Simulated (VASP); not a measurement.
Here is a VASP 6.6.1 calculation.

INCAR

```
SYSTEM = As
  ALGO = Normal
  EDIFF = 1E-6
  ENCUT = 520
  GGA = PE
  ISIF = 2
  ISMEAR = 0
  LASPH = .TRUE.
  LCHARG = .FALSE.
  LREAL = .FALSE.
  LWAVE = .FALSE.
  NBANDS = 18
  NELM = 100
  PREC = Accurate
  SIGMA = 0.1
```

Contents of KPOINTS:

```
k-points
0
G
  6 6 2
  0 0 0
```

Contents of POSCAR:

```
As
1.0
    3.2454409506     -1.9151319311     -0.5273987334
    3.2454409506      1.9151319311     -0.5273987334
   -3.1760066211      0.0000000000      7.7716946671
As
4
Direct
    0.7729320552      0.7743794439      0.1608777467
    0.2256205561      0.2270679448      0.3391222533
    0.2270679448      0.2256205561      0.8391222533
    0.7743794439      0.7729320552      0.6608777467
```

Potentials or basis: VASP PAW PBE potentials, release 64 (As).

The run is started by

```console
$ cat potpaw_PBE.64/As/POTCAR > POTCAR
$ mpirun -np 1 vasp_std > vasp.out
```

(1) Predict the band gap on the k mesh.

(2) Estimate the pressure.

Answers

(1) none (metal or under the smearing width).

(2) 0.3 GPa.

Caveat: the k mesh is coarse (spacing up to 0.44 Å⁻¹), so the values aren't converged.
